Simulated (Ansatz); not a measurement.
AlP (started from an entry of an open crystallographic database), relaxed with r2SCAN, was run in Ansatz under altered settings. All numbers are computed, without spin polarisation but where a row says otherwise.

```
Al P
1.0
     0.00000    2.73926    2.73926
     2.73926    0.00000    2.73926
     2.73926    2.73926    0.00000
Al P
1 1
Cartesian
  0.0000 0.0000 0.0000
  1.3696 1.3696 1.3696
```

The base run's other keys:
```yaml
kpoints:
  mp_grid: { grid: [6, 6, 6] }
hamiltonian:
  xc: pbe
scf:
  occupations: { method: fixed }
  n_extra_bands: 4
```

It takes 6 iterations with 821 plane waves at 420 eV and 16 k points, and leaves a mean stress of +1.40 GPa. The gap over this mesh is 1.599 eV. It ran on 4 threads of Arm Neoverse V2 (shared host).

Outcomes, with energy and stress as changes against the base:
```csv
setting,outcome,ΔF (meV/atom),Δ mean stress (GPa),gap on the mesh (eV),iterations,wall time
scf.occupations: methfessel_paxton 0.05,converged,0.0,0.00,1.599,5,0.28 s
scf.n_extra_bands: 24,converged,0.0,0.00,1.599,6,0.44 s
"kpoints.mp_grid.grid: [5, 5, 5]",converged,+9.4,+0.08,1.835,6,0.26 s
scf.n_extra_bands: 0,converged,0.0,0.00,1.599,6,0.27 s
scf.mixing.preconditioner: kerker,converged,0.0,0.00,1.599,6,0.28 s
scf.mixing.preconditioner: none,converged,0.0,0.00,1.599,6,0.29 s
basis.ecutwfc: 300,"converged, warned",+36,+0.13,1.607,6,0.24 s
"kpoints.mp_grid.grid: [4, 4, 4]",converged,+43,+0.35,1.578,6,0.23 s
basis.xc_grid: 1,converged,0.0,0.00,1.599,6,0.28 s
scf.mixing.preconditioner: resta,converged,0.0,0.00,1.599,6,0.28 s
basis.ecutwfc: 250,"converged, warned",+132,+0.12,1.615,6,0.21 s
hamiltonian.xc: pbesol,converged,–,-1.74,1.457,6,0.31 s
"kpoints.mp_grid.grid: [2, 2, 2]",converged,+903,+5.85,1.404,6,0.19 s
"kpoints.mp_grid.grid: [0, 4, 4]",refused,–,–,–,–,0.03 s
```
A dash marks a value that wasn't obtained or can't be compared. Stress is positive in compression. The base took 0.29 s.

- kpoints.mp_grid.grid: [5, 5, 5]. The free energy moves by +9.4 meV an atom, the mean stress by +0.08 GPa and the gap on the mesh by +0.237 eV (to 1.835). The gap changes mostly because other points are sampled; a mesh that misses a band edge overestimates it. The mesh is too coarse.
- basis.ecutwfc: 300. 531 plane waves in place of 821. The free energy moves by +36 meV an atom, the mean stress by +0.13 GPa and the gap on the mesh by +0.008 eV (to 1.607). The basis is too small: these are errors of the cutoff. Warned: cutoff below recommended.
- basis.ecutwfc: 250. 339 plane waves in place of 821. The free energy moves by +132 meV an atom, the mean stress by +0.12 GPa and the gap on the mesh by +0.016 eV (to 1.615). The basis is too small: these are errors of the cutoff. Warned: cutoff below recommended.
- hamiltonian.xc: pbesol. The mean stress moves by -1.74 GPa and the gap on the mesh by -0.141 eV (to 1.457). It's another functional on the same cell, so totals aren't comparable.
- kpoints.mp_grid.grid: [2, 2, 2]. The free energy moves by +903 meV an atom, the mean stress by +5.85 GPa and the gap on the mesh by -0.195 eV (to 1.404). The mesh is too coarse.
- kpoints.mp_grid.grid: [0, 4, 4]. The program doesn't start. Error: invalid value for `kpoints.mp_grid.grid`: each dimension must be in 1..=255

Within 1 meV an atom, 0.1 GPa and 0.005 eV of the base stay: scf.occupations: methfessel_paxton 0.05; scf.n_extra_bands: 24; scf.n_extra_bands: 0; scf.mixing.preconditioner: kerker; scf.mixing.preconditioner: none; basis.xc_grid: 1; scf.mixing.preconditioner: resta.
